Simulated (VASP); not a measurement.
Set up this calculation in VASP 6.6.1, as the native input.

```
Task                   : single point
Functional             : LDA
Potentials or basis    : VASP PAW LDA potentials, release 64 (B)
Cutoff                 : 520 eV
k mesh                 : 33 × 33 × 14
Occupations            : gaussian, width 0.15 eV
Spin                   : no spin polarisation
Dipole correction      : no
Further INCAR settings : ALGO = Normal; EDIFF = 1e-06; NBANDS = 8
```

The structure of B lies in POSCAR:

```
B
1.0
    1.6173118970      0.0000000000      0.0000000000
   -0.8086559485      1.4006331887      0.0000000000
    0.0000000000      0.0000000000      3.4536517075
B
1
Direct
    0.0000000000      0.0000000000      0.0000000000
```

This isn't the form of B at room conditions, which is rhombohedral.

The cell isn't the ideal one: strain -0.050 along x and y, -0.050 along z, atoms carried along.

One way to write it, as run:

INCAR

```
  ALGO = Normal
  EDIFF = 1E-6
  ENCUT = 520
  ISIF = 2
  ISMEAR = 0
  LASPH = True
  LCHARG = False
  LREAL = False
  LWAVE = False
  NBANDS = 8
  NELM = 100
  PREC = Accurate
  SIGMA = 0.15
```

KPOINTS

```
k-points
0
Gamma
  33 33 14
```

Potentials or basis: VASP PAW LDA potentials, release 64 (B).

Run with:

```console
$ cat potpaw_LDA.64/B/POTCAR > POTCAR
$ mpirun -np 1 vasp_std > vasp.out
```

Results of the run:

```
Pressure               : 33.8 GPa
Band gap on the k mesh : none (metal or under the smearing width)
```

Caveat: so large a pressure means that the cell lies far from this level's equilibrium, or that cutoff or potentials fall short.

Run time: 24 s on 1 thread of AMD EPYC 7R13 Processor (Zen 3), with other jobs on the host, peak memory 0.11 GiB.
